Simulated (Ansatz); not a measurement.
# How settings move the G0W0 gap of RbBr (Fm-3m)

RbBr (started from an entry of an open crystallographic database), relaxed with r2SCAN; one-shot G0W0 in Ansatz without spin-orbit coupling. Spin-unpolarised throughout; all numbers are computed.

```xyz
2
Lattice="0.0000 3.4608 3.4608 3.4608 0.0000 3.4608 3.4608 3.4608 0.0000" Properties=species:S:1:pos:R:3 pbc="T T T"
Rb    0.0000    0.0000    0.0000
Br    3.4608    3.4608    3.4608
```

Gaps are read over the mesh points alone. G0W0 values are finite-basis, finite-mesh values.

| start | potentials | frequency model | mesh | empty bands | screening cutoff (eV) | Kohn-Sham gap (eV) | G0W0 gap (eV) | rough cost |
| --- | --- | --- | --- | --- | --- | --- | --- | --- |
| PBE | PAW | contour deformation | 4×4×4 | 134 | 80 | 4.29 | 6.60 | 21 core-seconds |
| PBE | PAW | contour deformation | 4×4×4 | 311 | 140 | 4.29 | 6.79 | 110 core-seconds |
| PBE | PAW | contour deformation | 4×4×4 | 572 | 210 | 4.29 | 6.87 | 9 core-minutes |
| HSE06 | PAW | contour deformation | 4×4×4 | 311 | 140 | 5.44 | 7.34 | 5 core-minutes |
| LDA | PAW | contour deformation | 4×4×4 | 311 | 140 | 3.88 | 6.60 | 110 core-seconds |
| r2SCAN | PAW | contour deformation | 4×4×4 | 311 | 140 | 4.89 | 7.10 | 2.2 core-minutes |
| PBE | PAW | Godby-Needs pole | 4×4×4 | 311 | 140 | 4.29 | 6.79 | 2.8 core-minutes |
| PBE | PAW | contour deformation | 6×6×6 | 134 | 80 | 4.29 | 6.59 | 2.3 core-minutes |
| PBE | norm-conserving | contour deformation | 4×4×4 | 311 | 140 | 4.29 | 6.74 | 2.3 core-minutes |

Over the mesh points the PBE gap of 4.29 eV becomes a quasiparticle gap of 6.87 eV (direct at Γ), a change of +2.58 eV. Renormalisation factors Z lie between 0.80 and 0.86.

Raising bands and cutoff together moves the gap by +0.19 eV (80 to 140 eV), then +0.08 eV (140 to 210 eV); the last step is still large, so the basis limit isn't reached. Starting from HSE06 (5.44 eV against PBE's 4.29 eV) gives 7.34 eV, +0.55 eV from G0W0@PBE at the same screening cutoff. Starting from LDA (3.88 eV against PBE's 4.29 eV) gives 6.60 eV, -0.19 eV from G0W0@PBE at the same screening cutoff. Starting from r2SCAN (4.89 eV against PBE's 4.29 eV) gives 7.10 eV, +0.31 eV from G0W0@PBE at the same screening cutoff. The Godby-Needs plasmon pole differs from contour deformation by 0.00 eV. A 6×6×6 mesh in place of 4×4×4 changes the opening over PBE by -0.01 eV (the gap on the mesh by -0.01 eV). Norm-conserving potentials (wave cutoff 630 eV against 420 eV) shift the quasiparticle gap by -0.05 eV and the PBE gap by 0.00 eV. r2SCAN runs take a wave cutoff of 500 eV.
